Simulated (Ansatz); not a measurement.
Here is the system:

Starting cell, LaAlO3 (R-3c-perovskite type, space group R-3c):

```
LaAlO3
1.0
    2.70622     1.56244     4.39751
   -2.70622     1.56244     4.39751
    0.00000    -3.12488     4.39751
La Al O
2 2 6
Cartesian
  0.00000   0.00000   3.29813
  0.00000   0.00000   9.89440
  0.00000   0.00000   0.00000
  0.00000   0.00000   6.59627
  0.20944   1.56244   7.69565
 -1.45783  -0.59984   7.69565
  1.24839  -0.96260   7.69565
 -0.20944  -1.56244   5.49689
  1.45783   0.59984   5.49689
 -1.24839   0.96260   5.49689
```

A phonon eigenvector at Γ is frozen into this cell: atom i moves by Q times the vector below, so Q is the largest atomic displacement, in Å. The cell is held. It is one choice among 2 degenerate patterns.

```tsv
atom	x	y	z
La1	0.000	0.039	0.000
La2	0.000	0.039	0.000
Al3	0.109	-0.994	0.000
Al4	-0.109	-0.994	0.000
O5	0.000	0.205	-0.216
O6	-0.208	0.565	0.108
O7	0.208	0.565	0.108
O8	0.000	0.205	-0.216
O9	-0.208	0.565	0.108
O10	0.208	0.565	0.108
```

Level of theory: PBE (plane waves to 420 eV, PAW, scalar-relativistic; Ansatz, a program for electronic structure). k mesh 8×8×8 (Γ-centred), Fermi-Dirac smearing 0.05 eV. E stands for the smeared free energy. LaAlO3 is run without spin polarisation. LaAlO3 was relaxed with its symmetry unable to fall. The PAW data are Ansatz's earlier set. The zero of ΔE is the undisplaced structure.

The scan covers Q from -0.100 to 0.100 Å in 13 points.

**Question.** Which space group does the distorted structure have?

**Answer.** Cc (No. 9), lowered from R-3c.

**Question.** Is the energy the same for equal positive and negative displacements?

**Answer.** Even: the same for both signs.

**Question.** What is the energy change at Q = 0.100 Å?

**Answer.** 240.0 meV/cell.

**Question.** What harmonic wavenumber does the curvature at Q = 0 give?

**Answer.** 400 cm⁻¹.

(For displaced atoms, the force is minus the slope of the energy, and its curvature is a force constant, which sets phonon frequencies.)
